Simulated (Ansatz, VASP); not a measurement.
## Rb: VASP beside Ansatz

```
CELL_PARAMETERS angstrom
3.21951 0.00000 0.00000
0.00000 3.21951 0.00000
0.00000 0.00000 3.21951
ATOMIC_POSITIONS crystal
Rb 0.00000 0.00000 0.00000
```

Alike in both runs: task relaxation of cell and atoms; functional PBE; k mesh 10 × 10 × 10; occupations fermi-dirac, width 0.08 eV; no spin polarisation.

|  | VASP | Ansatz |
| --- | --- | --- |
| version | VASP 6.6.1 | Ansatz 0.2.0 |
| potentials or method | VASP PAW PBE potentials, release 64 (Rb_sv) | PAW with Ansatz's default frozen-core files, scalar-relativistic |
| plane-wave cutoff (eV) | 600 | 420 |
| valence electrons in the cell | 9 | 9 |

|  | VASP | Ansatz | Ansatz less VASP |
| --- | --- | --- | --- |
| relaxed volume (Å³/atom) | 96.89 | 98.91 | +2.016 |
| relaxed cell length with the largest relative difference (Å) | 4.593 | 4.625 | +0.0316 |
| energy change over the relaxation (meV/atom) | -1265 | -1265 | +0.1 |

Caveats: the volume moved by over 15 % at a fixed basis, so the end points are rough (VASP).
